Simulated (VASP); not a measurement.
# ZnH (F-43m) in VASP: a series of runs

One crystal, ZnH, is run at these levels: LDA; tasks: relaxation of cell and atoms.

All numbers are computed with VASP 6.6.1; they aren't measurements. Logs are shortened: lines on timing, memory, paths and dates and some standing lists are left out, and cuts for length are marked.

**1. Starting point**

Symmetry: F-43m, No. 216, cubic system. The conventional cell has a = 4.669 Å, b = 4.669 Å, c = 4.669 Å, α = 90.00°, β = 90.00°, γ = 90.00°. Zn (site symmetry -43m) has 4 H at 2.02 Å as nearest neighbours. H (site symmetry -43m) has 4 Zn at 2.02 Å as nearest neighbours.

The cell was built by a generator and needn't be a form met in nature.

**2. Relaxation of cell and atoms, LDA, target pressure 10 GPa, at which the enthalpy is minimised**

File INCAR:

```
SYSTEM = ZnH
ALGO     = Fast           ! electronic algorithm
EDIFF    = 1E-7           ! SCF threshold, eV
EDIFFG   = -0.01          ! ionic threshold
ENCUT    = 600            ! plane-wave cutoff, eV
IBRION   = 2              ! ionic algorithm
ISIF     = 3              ! what is computed and relaxed
ISMEAR   = -1             ! smearing method
LASPH    = .True.         ! aspherical terms in the spheres
LCHARG   = .False.        ! write CHGCAR
LREAL    = .False.        ! projectors in reciprocal space
LWAVE    = .False.        ! write WAVECAR
NELM     = 100            ! most SCF steps
NSW      = 40             ! ionic steps
PREC     = Accurate       ! precision mode
PSTRESS  = 100          
SIGMA    = 0.05           ! smearing width, eV
```

File KPOINTS:

```
k-points
0
Gamma
  10 10 10
  0 0 0
```

File POSCAR:

```
ZnH
1.0
    0.0000000000      2.3347076100      2.3347076100
    2.3347076100      0.0000000000      2.3347076100
    2.3347076100      2.3347076100      0.0000000000
Zn H
1 1
Direct
    0.0000000000      0.0000000000      0.0000000000
    0.2500000000      0.2500000000      0.2500000000
```

Potentials or basis: VASP PAW LDA potentials, release 64 (Zn, H).

Launch:

```sh
$ cat potpaw_LDA.64/Zn/POTCAR potpaw_LDA.64/H/POTCAR > POTCAR
$ mpirun -np 1 vasp_std > vasp.out
```

OUTCAR:

```text
SYSTEM = ZnH
   EDIFF = 1E-7
   EDIFFG = -0.01
   ENCUT = 600
   IBRION = 2
   ISIF = 3
   ISMEAR = -1
   LASPH = .True.
   LREAL = .False.
   NELM = 100
   NSW = 40
   PREC = Accurate
   PSTRESS = 100

 ion  position               nearest neighbor table
   1  0.000  0.000  0.000-
   2  0.250  0.250  0.250-

  LATTYP: Found a face centered cubic cell.
 ALAT       =     4.6694152200

  Lattice vectors:

 A1 = (   0.0000000000,   2.3347076100,   2.3347076100)
 A2 = (   2.3347076100,   0.0000000000,   2.3347076100)
 A3 = (   2.3347076100,   2.3347076100,   0.0000000000)

Analysis of symmetry for initial positions (statically):
=====================================================================
 Subroutine PRICEL returns:
 Original cell was already a primitive cell.

 Routine SETGRP: Setting up the symmetry group for a
 face centered cubic supercell.

 Subroutine GETGRP returns: Found 24 space group operations
 (whereof 24 operations were pure point group operations)
 out of a pool of 48 trial point group operations.

The static configuration has the point symmetry T_d .

Analysis of symmetry for dynamics (positions and initial velocities):
=====================================================================
 Subroutine PRICEL returns:
 Original cell was already a primitive cell.

 Routine SETGRP: Setting up the symmetry group for a
 face centered cubic supercell.

 Subroutine GETGRP returns: Found 24 space group operations
 (whereof 24 operations were pure point group operations)
 out of a pool of 48 trial point group operations.

The dynamic configuration has the point symmetry T_d .

 Subroutine INISYM returns: Found 24 space group operations
 (whereof 24 operations are pure point group operations),
 and found     1 'primitive' translations

----------------------------------------------------------------------------------------

                                     Primitive cell

  volume of cell :      25.4523

  direct lattice vectors                    reciprocal lattice vectors
     0.000000000  2.334707610  2.334707610    -0.214159579  0.214159579  0.214159579
     2.334707610  0.000000000  2.334707610     0.214159579 -0.214159579  0.214159579
     2.334707610  2.334707610  0.000000000     0.214159579  0.214159579 -0.214159579

  length of vectors
     3.301775166  3.301775166  3.301775166     0.370935273  0.370935273  0.370935273

  position of ions in fractional coordinates (direct lattice)
     0.000000000  0.000000000  0.000000000
     0.250000000  0.250000000  0.250000000

  ion indices of the primitive-cell ions
[... 100 lines left out ...]
   GGA     = CA    functional components
   LHFCALC =     F    Hartree Fock is set to
   AEXX    =    0.0000 exact exchange contribution
   IVDW    =     0    specifies the selected vdW correction
   LEPSILON=     F    determine dielectric tensor
   LRPA    =     F    only Hartree local field effects (RPA)
 conjugate gradient relaxation of ions
 non-spin polarized calculation
 RMM-DIIS sequential band-by-band and
  energy-cutoff  :      600.00
  volume of cell :       25.45
 maximum number of plane-waves:       875
 NGX is ok and might be reduce to    28
   NGX = 13   NGY = 13   NGZ = 13

--------------------------------------- Ionic step        1  -------------------------------------------

 number of electron      12.9999989 magnetization

 Free energy of the ion-electron system (eV)
  ---------------------------------------------------
  ext. energy  EPLUGINS =         0.00000000
  ---------------------------------------------------
  free energy    TOTEN  =        -4.27538476 eV

  energy without entropy =       -4.27118788  energy(sigma->0) =       -4.27328632

------------------------ aborting loop because EDIFF is reached ----------------------------------------

  FORCE on cell =-STRESS in cart. coord.  units (eV):
  Direction    XX          YY          ZZ          XY          YZ          ZX
  --------------------------------------------------------------------------------------
  -------------------------------------------------------------------------------------
  Total       -1.5228662     -1.5228662     -1.5228662     -0.0000000      0.0000000      0.0000000
  in kB      -95.8616379    -95.8616379    -95.8616379     -0.0000000      0.0000000      0.0000000
  external PRESSURE =    -195.8616379 kB  Pullay stress =     100.0000000 kB
[... 97 lines left out ...]
  energy  without entropy=       -4.4409557940  energy(sigma->0) =       -4.44507301

  enthalpy is  TOTEN    =        -3.3253617662 eV   P V=        1.1238284677

[... ionic steps 4 to 17 ...]

--------------------------------------- Ionic step       18  -------------------------------------------

 number of electron      13.0000002 magnetization

------------------------ aborting loop because EDIFF is reached ----------------------------------------
[... 71 lines left out ...]
--------------------------------------- Ionic step       20  -------------------------------------------

 number of electron      13.0000002 magnetization

 Free energy of the ion-electron system (eV)
  ---------------------------------------------------
  ext. energy  EPLUGINS =         0.00000000
  ---------------------------------------------------
  free energy    TOTEN  =        -4.42642648 eV

  energy without entropy =       -4.41850862  energy(sigma->0) =       -4.42246755

 E-fermi :   3.5459     XC(G=0): -11.8249

 val. band max:        3.5068662597   @ k =  -0.4000   0.4000   0.2000
 cond. band min:       3.5790980443   @ k =   0.5000   0.3000   0.0000
 fundamental gap:      0.0722317846
 Fermi energy:         3.5458906611

 k-point     1 :       0.0000    0.0000    0.0000
  band No.  band energies     occupation
      1      -9.2624      2.00000
      2      -4.8463      2.00000
      3      -4.8463      2.00000
      4      -4.8463      2.00000
      5      -4.4687      2.00000
      6      -4.4687      2.00000
      7      10.8716      0.00000
      8      18.2219      0.00000
      9      18.2219      0.00000
     10      18.2219      0.00000
[... 287 lines left out ...]
 k-point    24 :       0.4000    0.3000    0.0000
  band No.  band energies     occupation
      1      -6.3808      2.00000
      2      -5.1727      2.00000
      3      -4.5496      2.00000
      4      -4.4260      2.00000
      5      -4.2671      2.00000
      6      -3.6766      2.00000
      7       5.6974      0.00000
      8       8.4837      0.00000
      9      10.3795      0.00000
     10      11.9762      0.00000

 [... further k-points ...]
[... 5 lines left out ...]
  --------------------------------------------------------------------------------------
  -------------------------------------------------------------------------------------
  Total        1.0928162      1.0928162      1.0928162     -0.0000000     -0.0000000      0.0000000
  in kB       99.5594880     99.5594880     99.5594880     -0.0000000     -0.0000000      0.0000000
  external PRESSURE =      -0.4405120 kB  Pullay stress =     100.0000000 kB
[... 21 lines left out ...]
  energy  without entropy=       -4.4185086180  energy(sigma->0) =       -4.42246755

  enthalpy is  TOTEN    =        -3.3287750416 eV   P V=        1.0976514390

 reached required accuracy - stopping structural energy minimisation
```

Wall time 2.2 min (1 thread of Intel Xeon Platinum 8259CL at 2.50GHz (Skylake/Cascade Lake), shared host); peak memory 0.16 GiB.

What came out:

```yaml
Free_energy: -4.4264 eV
Relaxed_volume: 8.79 Å³/atom
Relaxed_cell: a = 2.919 Å, b = 2.919 Å, c = 2.919 Å, α = 60.00°, β = 60.00°, γ = 60.00°
Space_group_after_relaxing_to_0.05_Å: F-43m (No. 216)
Energy_change_on_relaxing_the_enthalpy_is_what_falls: -75.5 meV/atom
Ionic_steps: 20
Pressure_after_relaxing: 10.0 GPa
Band_gap_on_the_k_mesh: none (metal or under the smearing width)
```

The path:
| step | energy change (eV) | largest force (eV/Å) | pressure (GPa) | volume (Å³) |
| --- | --- | --- | --- | --- |
| 1 | 0.0000 | 0.0000 | -9.59 | 25.45 |
| 2 | -0.2103 | 0.0000 | -1.06 | 20.14 |
| 3 | -0.1738 | 0.0000 | 7.51 | 18.01 |
| 4 | -0.1451 | 0.0000 | 10.56 | 17.49 |
| 5 | -0.1539 | 0.0000 | 9.75 | 17.63 |
| 6 | -0.1539 | 0.0000 | 9.68 | 17.63 |
| 7 | -0.1538 | 0.0000 | 9.66 | 17.63 |
| 8 | -0.1538 | 0.0000 | 9.66 | 17.63 |
| 9 | -0.1538 | 0.0000 | 9.66 | 17.63 |
| 10 | -0.1538 | 0.0000 | 9.66 | 17.63 |
| 11 | -0.1538 | 0.0000 | 9.67 | 17.63 |
| 12 | -0.1538 | 0.0000 | 9.67 | 17.63 |
| 13 | -0.1538 | 0.0000 | 9.69 | 17.63 |
| 14 | -0.1538 | 0.0000 | 9.71 | 17.63 |
| 15 | -0.1537 | 0.0000 | 9.67 | 17.63 |
| 16 | -0.1537 | 0.0000 | 9.68 | 17.63 |
| 17 | -0.1535 | 0.0000 | 9.70 | 17.63 |
| 18 | -0.1531 | 0.0000 | 9.73 | 17.62 |
| 19 | -0.1524 | 0.0000 | 9.81 | 17.61 |
| 20 | -0.1510 | 0.0000 | 9.96 | 17.59 |

Final structure:
```cif
data_structure
_symmetry_space_group_name_H-M 'P 1'
_symmetry_Int_Tables_number 1
_cell_length_a 2.9190
_cell_length_b 2.9190
_cell_length_c 2.9190
_cell_angle_alpha 60.000
_cell_angle_beta 60.000
_cell_angle_gamma 60.000
_cell_volume 17.59
loop_
_atom_site_label
_atom_site_type_symbol
_atom_site_fract_x
_atom_site_fract_y
_atom_site_fract_z
_atom_site_occupancy
Zn1 Zn 0.00000 0.00000 0.00000 1
H1 H 0.25000 0.25000 0.25000 1
```

Caveat: the cell is relaxed towards a set pressure, so the enthalpy falls and the energy may rise; the volume moved by over 15 % at a fixed basis, so the end points are rough.

(Part 1 of 3 ends here.)
